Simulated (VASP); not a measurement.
# Al (Fm-3m) in VASP: settings compared, part 2 of 2

VASP 6.6.1.

## (4) Relaxation of cell and atoms, PBEsol

The input, INCAR:

```
PREC = Accurate
ENCUT = 600
EDIFF = 1E-6
ISMEAR = 1
SIGMA = 0.1
LREAL = F
LASPH = T
NELM = 80
ALGO = Normal
ISIF = 3
LWAVE = F
LCHARG = F
GGA = PS
IBRION = 2
NSW = 90
EDIFFG = -0.01
```

The input, KPOINTS:

```
regular mesh
0
Gamma
  16 16 16
```

The input, POSCAR:

```
Al
1.0
    0.0000000000      2.0248050000      2.0248050000
    2.0248050000      0.0000000000      2.0248050000
    2.0248050000      2.0248050000      0.0000000000
Al
1
Direct
    0.0000000000      0.0000000000      0.0000000000
```

Potentials or basis: VASP PAW PBE potentials, release 64 (Al).

Started as:

```bash
> cat potpaw_PBE.64/Al/POTCAR > POTCAR
> mpirun -np 1 vasp_std > vasp.out
```

OUTCAR:

```text
PREC = Accurate
   ENCUT = 600
   EDIFF = 1E-6
   ISMEAR = 1
   LREAL = F
   LASPH = T
   NELM = 80
   ISIF = 3
   GGA = PS
   IBRION = 2
   NSW = 90
   EDIFFG = -0.01

 ion  position               nearest neighbor table
   1  0.000  0.000  0.000-

  LATTYP: Found a face centered cubic cell.
 ALAT       =     4.0496100000

  Lattice vectors:

 A1 = (   0.0000000000,   2.0248050000,   2.0248050000)
 A2 = (   2.0248050000,   0.0000000000,   2.0248050000)
 A3 = (   2.0248050000,   2.0248050000,   0.0000000000)

Analysis of symmetry for initial positions (statically):
=====================================================================
 Subroutine PRICEL returns:
 Original cell was already a primitive cell.

 Routine SETGRP: Setting up the symmetry group for a
 face centered cubic supercell.

 Subroutine GETGRP returns: Found 48 space group operations
 (whereof 48 operations were pure point group operations)
 out of a pool of 48 trial point group operations.

The static configuration has the point symmetry O_h .

Analysis of symmetry for dynamics (positions and initial velocities):
=====================================================================
 Subroutine PRICEL returns:
 Original cell was already a primitive cell.

 Routine SETGRP: Setting up the symmetry group for a
 face centered cubic supercell.

 Subroutine GETGRP returns: Found 48 space group operations
 (whereof 48 operations were pure point group operations)
 out of a pool of 48 trial point group operations.

The dynamic configuration has the point symmetry O_h .

 Subroutine INISYM returns: Found 48 space group operations
 (whereof 48 operations are pure point group operations),
 and found     1 'primitive' translations

----------------------------------------------------------------------------------------
[... 121 lines left out ...]
   LRPA    =     F    only Hartree local field effects (RPA)
 conjugate gradient relaxation of ions
 non-spin polarized calculation
 Methfessel and Paxton  Order N= 1 SIGMA  =   0.10
  energy-cutoff  :      600.00
  volume of cell :       16.60
 maximum number of plane-waves:       568
   NGX = 11   NGY = 11   NGZ = 11

--------------------------------------- Ionic step        1  -------------------------------------------

 number of electron       3.0000000 magnetization

 Free energy of the ion-electron system (eV)
  ---------------------------------------------------
  ext. energy  EPLUGINS =         0.00000000
  ---------------------------------------------------
  free energy    TOTEN  =        -4.09526930 eV

  energy without entropy =       -4.09560671  energy(sigma->0) =       -4.09538177

------------------------ aborting loop because EDIFF is reached ----------------------------------------

  FORCE on cell =-STRESS in cart. coord.  units (eV):
  Direction    XX          YY          ZZ          XY          YZ          ZX
  --------------------------------------------------------------------------------------
  -------------------------------------------------------------------------------------
  Total       -0.2080013     -0.2080013     -0.2080013      0.0000000      0.0000000      0.0000000
  in kB      -20.0722934    -20.0722934    -20.0722934      0.0000000      0.0000000      0.0000000
  external PRESSURE =     -20.0722934 kB  Pullay stress =       0.0000000 kB
[... 57 lines left out ...]
--------------------------------------- Ionic step        3  -------------------------------------------

 number of electron       3.0000000 magnetization

 Free energy of the ion-electron system (eV)
  ---------------------------------------------------
  ext. energy  EPLUGINS =         0.00000000
  ---------------------------------------------------
  free energy    TOTEN  =        -4.09792694 eV

  energy without entropy =       -4.09826422  energy(sigma->0) =       -4.09803937

 E-fermi :   8.1828     XC(G=0): -10.3266

 val. band max:        8.1451580626   @ k =  -0.2500   0.3125   0.1250
 cond. band min:       8.2673015232   @ k =   0.4375   0.4375   0.0000
 fundamental gap:      0.1221434606
 Fermi energy:         8.1827839607

 k-point     1 :       0.0000    0.0000    0.0000
  band No.  band energies     occupation
      1      -3.1126      2.00000
      2      20.8500      0.00000
      3      20.8500      0.00000
      4      20.8500      0.00000
      5      22.4868      0.00000
[... 177 lines left out ...]
 k-point    24 :      -0.0625    0.0625    0.0000
  band No.  band energies     occupation
      1      -2.8261      2.00000
      2      17.9919      0.00000
      3      18.7663      0.00000
      4      21.1287      0.00000
      5      22.6670      0.00000

 [... further k-points ...]

------------------------ aborting loop because EDIFF is reached ----------------------------------------

  FORCE on cell =-STRESS in cart. coord.  units (eV):
  Direction    XX          YY          ZZ          XY          YZ          ZX
  --------------------------------------------------------------------------------------
  -------------------------------------------------------------------------------------
  Total        0.0003738      0.0003738      0.0003738      0.0000000      0.0000000      0.0000000
  in kB        0.0369913      0.0369913      0.0369913      0.0000000      0.0000000      0.0000000
  external PRESSURE =       0.0369913 kB  Pullay stress =       0.0000000 kB
[... 16 lines left out ...]
  FREE ENERGIE OF THE ION-ELECTRON SYSTEM (eV)
  ---------------------------------------------------
  free  energy   TOTEN  =        -4.0979269448 eV

  energy  without entropy=       -4.0982642202  energy(sigma->0) =       -4.09803937

 reached required accuracy - stopping structural energy minimisation
```

It took 10 s on 1 thread of Intel Xeon Platinum 8259CL at 2.50GHz (Skylake/Cascade Lake), shared host; peak memory 0.14 GiB.

Results:

| Item | Value |
| --- | --- |
| Free energy | -4.0979 eV |
| Relaxed volume | 16.19 Å³/atom |
| Relaxed cell | a = 2.839 Å, b = 2.839 Å, c = 2.839 Å, α = 60.00°, β = 60.00°, γ = 60.00° |
| Space group after relaxing (to 0.05 Å) | Fm-3m (No. 225) |
| Energy gained by relaxing | 2.7 meV/atom |
| Ionic steps | 3 |
| Pressure after relaxing | 0.0 GPa |
| Band gap on the k mesh | none (metal or under the smearing width) |

Step by step:
| step | energy change (eV) | largest force (eV/Å) | pressure (GPa) | volume (Å³) |
| --- | --- | --- | --- | --- |
| 1 | 0.0000 | 0.0000 | -2.01 | 16.60 |
| 2 | -0.0026 | 0.0000 | 0.43 | 16.11 |
| 3 | -0.0027 | 0.0000 | 0.00 | 16.19 |

Final structure:
```
CELL_PARAMETERS angstrom
0.00000 2.00782 2.00782
2.00782 0.00000 2.00782
2.00782 2.00782 0.00000
ATOMIC_POSITIONS crystal
Al 0.00000 0.00000 0.00000
```

Levels at points of the mesh, in eV from the Fermi level:
| k point | band 1 | band 2 | band 3 | band 4 | band 5 |
| --- | --- | --- | --- | --- | --- |
| (0.00, 0.00, 0.00) | -11.30 | 12.67 | 12.67 | 12.67 | 14.30 |
| (0.50, 0.00, 0.00) | -4.70 | -4.44 | 11.49 | 11.49 | 11.57 |
| (0.50, 0.50, 0.00) | -3.00 | -1.65 | 5.22 | 5.64 | 5.64 |

Caveat: the PAW data sets were made with another functional, which shifts forces and pressure a little.
